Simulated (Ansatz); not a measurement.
## Formation energy of rocksalt-structured PbTe

Level of theory: DFT, PBE with spin–orbit coupling, two-component spinors; plane waves to 420 eV with PAW datasets (Ansatz 0.2.0), Γ-centred 6×6×6 mesh, 0.05 eV Gaussian smearing. The datasets are Ansatz's generated set soft_2.

The start was a prototype's sites filled with these elements; the Crystallography Open Database holds the compound in this structure.

It takes space group Fm-3m (No. 225, cubic). Conventional cell: a = 6.561 Å, b = 6.561 Å, c = 6.561 Å, α = 90.00°, β = 90.00°, γ = 90.00°. Pb (site symmetry m-3m) is surrounded by 6 Te at 3.28 Å. Te (site symmetry m-3m) has 6 Pb at 3.28 Å as nearest neighbours. (Shells end 15 % past the nearest neighbour.)

The elements were computed in their standard states with the same datasets, cutoff and functional. Absolute energies hang on the potentials; compare differences alone.

Energy of the relaxed cell (2 atoms, smearing extrapolated to zero): -18928.433 eV. Elements, in eV/atom: Pb -11945.108, Te -6982.686.

Question: What is the formation energy?

Answer: [-18928.433 − (1 × -11945.108 + 1 × -6982.686)] / 2 = -0.32 eV/atom, or -31 kJ per mole of atoms.

The value is for 0 K, without zero-point energy. A negative value shows stability against the elements alone, not against other compounds or structures.

A displaced or strained copy of the relaxed cell lay 4.1 meV/atom lower, so the structure isn't a true minimum at this level, unless the mesh, which matters in a metal, makes it so. At this volume the filled and empty bands only touch, so this is a zero-gap semimetal rather than a metal, and a semilocal functional can cause such a touching. The relaxed cell is 6 % larger in volume than the cell of this structure in the Crystallography Open Database (33.36 Å³/atom, 1987).
